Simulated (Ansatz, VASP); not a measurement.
# V: VASP beside Ansatz

Contents of INCAR:

```
SYSTEM = V
PREC = Accurate
ENCUT = 520
EDIFF = 1E-6
ISMEAR = 0
SIGMA = 0.05
LREAL = .FALSE.
LASPH = .TRUE.
NELM = 150
ALGO = Fast
ISIF = 2
LWAVE = .FALSE.
LCHARG = .TRUE.
ISPIN = 2
MAGMOM = 0.05
LORBIT = 11
LMAXMIX = 4
GGA = PE
LELF = .TRUE.
LVHAR = .TRUE.
NBANDS = 16
```

Contents of KPOINTS:

```
regular mesh
0
G
  10 10 10
  0 0 0
```

File POSCAR:

```
V
1.0
   -1.4988303536      1.4988303536      1.4988303536
    1.4988303536     -1.4988303536      1.4988303536
    1.4988303536      1.4988303536     -1.4988303536
V
1
Direct
    0.0000000000      0.0000000000      0.0000000000
```

Input for Ansatz:

```yaml
crystal:
  lattice:
    - [-1.4988303536, 1.4988303536, 1.4988303536]
    - [1.4988303536, -1.4988303536, 1.4988303536]
    - [1.4988303536, 1.4988303536, -1.4988303536]
  atoms:
    - { symbol: V, position: [0.0, 0.0, 0.0], spin: 0.05 }
basis:
  ecutwfc: 420
  ecutrho_ratio: 4
kpoints:
  mp_grid: { grid: [10, 10, 10] }
hamiltonian:
  xc: pbe
scf:
  occupations: { method: gaussian, width: 0.05 }
output:
  forces: true
  stress: true
  eigenvalues: true
  populations: true
magnetization:
  spin_polarized: true
```

Alike in both runs: task single point; functional PBE; k mesh 10 × 10 × 10; occupations gaussian, width 0.05 eV; collinear spin.

```csv
,VASP,Ansatz
version,VASP 6.6.1,Ansatz 0.2.0
potentials or method,"VASP PAW PBE potentials, release 64 (V_sv)","scalar-relativistic, plane waves, PAW"
plane-wave cutoff (eV),520,420
valence electrons in the cell,13,13
```

```tsv
	VASP	Ansatz	Ansatz less VASP
gap on the k mesh at the Fermi level (eV)	none	none	-
pressure (GPa)	1.2	1.0	-0.22
net moment per atom (μB)	0.00	0.00	0.000
```

A gap of «none» marks a metal or a gap that the smearing closes. The functional is the same, so the differences come from potentials, cutoffs and numerics. Ansatz warned: «seeded_moment_not_kept».
